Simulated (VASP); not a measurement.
# Sr: intraband terms of a metal's spectrum

Sr, Im-3m (no. 229), 1 atom in the cell. PBE, independent-particle dielectric function; PAW potentials Sr_sv (PBE set).

## Input

INCAR.step1:
```
EDIFF = 1E-7 ; ENCUT = 270
ISMEAR = 1 ; KPAR = 4
LASPH = T ; LCHARG = T
LMAXMIX = 4 ; LWAVE = F
PREC = Accurate ; SIGMA = 0.1
```

INCAR.step2:
```
CSHIFT = 0.1 ; EDIFF = 1E-6
ENCUT = 270 ; ICHARG = 11
ISMEAR = 0 ; KPAR = 4
LASPH = T ; LCHARG = F
LMAXMIX = 4 ; LWAVE = T
NBANDS = 19 ; NEDOS = 3000
OMEGAMAX = 30 ; PREC = Accurate
SIGMA = 0.3
```

INCAR.step3, as INCAR.step2 but for:
```
- LWAVE = T
+ ALGO = None
+ ISTART = 1
+ LOPTICS = T
+ LWAVE = F
+ NELM = 1
```

INCAR.step4, as INCAR.step3 but for:
```
+ WPLASMAI = 0.03
```

INCAR.step5 to INCAR.step6 change the same tag again: WPLASMAI = 0.1, 0.3.

INCAR.step7, as INCAR.step6 but for:
```
- WPLASMAI = 0.3
+ RTIME = 20
```

INCAR.step8, as INCAR.step7 but for:
```
- RTIME = 20
+ RTIME = 1
```

INCAR.step9, as INCAR.step8 but for:
```
- RTIME = 1
+ LNABLA = T
```

INCAR.step10, as INCAR.step9 but for:
```
- ISMEAR = 0
- LNABLA = T
+ ISMEAR = -5
```

KPOINTS.step1:
```
k-points
0
Gamma
  8 8 8
```

KPOINTS.step2:
```
k-points
0
Gamma
  20 20 20
```

POSCAR:
```
Sr
1.0
   -2.4350000000      2.4350000000      2.4350000000
    2.4350000000     -2.4350000000      2.4350000000
    2.4350000000      2.4350000000     -2.4350000000
Sr
1
Direct
    0.0000000000      0.0000000000      0.0000000000
```

Commands (each step's output is kept before the next begins):
```
cat potpaw_PBE.64/Sr_sv/POTCAR > POTCAR
cp INCAR.step1 INCAR
cp KPOINTS.step1 KPOINTS
mpirun -np 4 vasp_std > vasp.out
cp INCAR.step2 INCAR
cp KPOINTS.step2 KPOINTS
mpirun -np 4 vasp_std > vasp.out
cp INCAR.step3 INCAR
mpirun -np 4 vasp_std > vasp.out
cp INCAR.step4 INCAR
mpirun -np 4 vasp_std > vasp.out
cp INCAR.step5 INCAR
mpirun -np 4 vasp_std > vasp.out
cp INCAR.step6 INCAR
mpirun -np 4 vasp_std > vasp.out
cp INCAR.step7 INCAR
mpirun -np 4 vasp_std > vasp.out
cp INCAR.step8 INCAR
mpirun -np 4 vasp_std > vasp.out
cp INCAR.step9 INCAR
mpirun -np 4 vasp_std > vasp.out
cp INCAR.step10 INCAR
mpirun -np 4 vasp_std > vasp.out
```

## Result

- Bands: 19

One ground state, settings moved in the last step alone:

| Settings | Plasma frequency (eV) | Im ε at 0.5 eV | Im ε at 1 eV | Im ε at 2 eV | Im ε at 4 eV | Time (s) |
|---|---|---|---|---|---|---|
| interband part alone | 2.98 | 39.0 | 23.7 | 4.8 | 2.1 | 15 |
| Drude term, WPLASMAI 0.03 | 2.98 | 41.1 | 24.0 | 4.8 | 2.1 | 16 |
| Drude term, WPLASMAI 0.1 | 2.98 | 45.8 | 24.6 | 4.9 | 2.1 | 16 |
| Drude term, WPLASMAI 0.3 | 2.98 | 54.7 | 26.2 | 5.1 | 2.1 | 15 |
| relaxation time RTIME 20 fs | 2.98 | 41.3 | 24.0 | 4.8 | 2.1 | 10 |
| relaxation time RTIME 1 fs | 2.98 | 56.1 | 27.8 | 5.4 | 2.1 | 11 |
| transversal form (LNABLA) | 2.96 | 38.4 | 23.4 | 4.7 | 2.0 | 14 |
| tetrahedron method | – | – | – | – | – | no result |

VASP 6.6.1 took 141 s on 4 cores (AMD EPYC 7R43 (Zen 3)), a shared host.
